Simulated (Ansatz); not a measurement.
# TiB2: stiffness from a series of strains

```yaml
crystal:
  lattice:
    - [3.02920, 0.00000, 0.00000]
    - [-1.51460, 2.62336, 0.00000]
    - [0.00000, 0.00000, 3.22840]
  atoms:
    - { symbol: Ti, position: [0.00000, 0.00000, 0.00000] }
    - { symbol: B, position: [0.33333, 0.66667, 0.50000] }
    - { symbol: B, position: [0.66667, 0.33333, 0.50000] }
```

Atom numbers follow the list: Ti1, B2, B3.

The cell is COD entry 2002799, as deposited and not checked against the literature; nothing was relaxed.

These are results of DFT, PBE, all-electron LAPW, scalar-relativistic (Ansatz 0.2.0), not measurements.

The runs use a Γ-centred 15×15×13 k mesh, Fermi–Dirac smearing of 0.08 eV, basis error target 1 meV/atom, no spin polarisation.

The strain is applied along the Cartesian axes of the cell as listed (the other components stay zero). Fractional coordinates are held (clamped ions).

σ is the change of stress from the unstrained cell, which is at 0.26 GPa; tension is positive, so slopes are stress–strain coefficients at that pressure. In a metal the k mesh adds noise.

Only quantities that a quadratic follows smoothly over the whole series are listed; rougher ones are left out.

| εxx = εyy | σzz (GPa) | σxx (GPa) |
| --- | --- | --- |
| -0.0300 | -7.07 | -24.77 |
| -0.0200 | -4.49 | -15.78 |
| -0.0100 | -2.14 | -7.55 |
| 0.0000 | 0.00 | 0.00 |
| 0.0100 | 1.94 | 6.90 |
| 0.0300 | 5.26 | 18.97 |

(1) Fit the series and read off the stiffness at zero strain.

(2) One run, at εxx = εyy = 0.0200, is withheld. Predict its row.

Answers

(1) Least-squares fits y = p0 + p1 x + p2 x² to the rows give σzz (GPa): p1 = 205, p2 = -1000; σxx (GPa): p1 = 728, p2 = -3200. So C13 + C23 = 205 GPa and C11 + C12 = 728 GPa, for these axes.

(2) The fits give 3.71, 13.28; the run gave 3.68, 13.21.
